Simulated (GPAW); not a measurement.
Here is a GPAW 26.7.0 calculation.

The input run.py:

```python
from ase.calculators.mixing import SumCalculator
from ase.eos import EquationOfState
from ase.io import Trajectory, read
from ase.units import GPa
from dftd4.ase import DFTD4
from gpaw import GPAW, PW, setup_paths

setup_paths.insert(0, '.')

atoms = read('POSCAR')

traj = Trajectory('eos.traj', 'w')
volumes, energies = [], []
for x in [0.94, 0.96, 0.98, 1.0, 1.02, 1.04, 1.06]:
    a = atoms.copy()
    a.set_cell(atoms.cell * x**(1 / 3), scale_atoms=True)
    calc = GPAW(mode=PW(800),
                xc='BLYP',
                kpts={'size': (10, 10, 10), 'gamma': True},
                occupations={'name': 'fermi-dirac', 'width': 0.05},
                nbands=11,
                convergence={'density': 1e-05, 'energy': 1e-05},
                eigensolver='davidson',
                maxiter=150,
                txt=f'eos-{x:.2f}.txt')
    a.calc = SumCalculator([calc, DFTD4(method='blyp')])
    energies.append(a.get_potential_energy())
    volumes.append(a.get_volume())
    p = -a.get_stress()[:3].mean() / GPa
    calc.write(f'eos-{x:.2f}.gpw')
    traj.write(a)
    print(f'{x:.2f} {volumes[-1]:10.4f} A^3 {energies[-1]:14.6f} eV {p:9.3f} GPa', flush=True)

v0, e0, B = EquationOfState(volumes, energies, eos='birchmurnaghan').fit()
print(f'V0 = {v0:.4f} A^3, E0 = {e0:.6f} eV, B0 = {B / GPa:.2f} GPa')
```

File POSCAR:

```
BP
1.0
    0.0000000000      2.2690000000      2.2690000000
    2.2690000000      0.0000000000      2.2690000000
    2.2690000000      2.2690000000      0.0000000000
P B
1 1
Direct
    0.7500000000      0.7500000000      0.7500000000
    0.0000000000      0.0000000000      0.0000000000
```

Potentials or basis: PAW data sets generated in the run's folder for this functional, pw.

The run is started by

```console
$ gpaw-setup -f BLYP B P
$ OMP_NUM_THREADS=1 python run.py
```

(1) What does it give for the bulk modulus?

(2) Predict the pressure derivative of the bulk modulus.

(3) Estimate the equilibrium volume.

Results:

(1) 166 GPa.

(2) 3.9.

(3) 11.43 Å³/atom.

**The experiment to reproduce.**

From “Equation of state of single-crystal cubic boron phosphide”, 2014, arxiv:1407.1677, for a bulk crystal of BP at 300 K: bulk modulus 179 ± 1 GPa.

A measured bulk modulus of BP is 179 GPa (300 K; “Equation of state of single-crystal cubic boron phosphide”, 2014, arxiv:1407.1677); the calculated 166 GPa misses it by -7.2 %. 3 values of this kind are on record (173 to 179 GPa); this one was drawn at random among those near their median, those with a stated uncertainty first. The fit is for a static lattice scaled at fixed shape and fixed fractional positions.
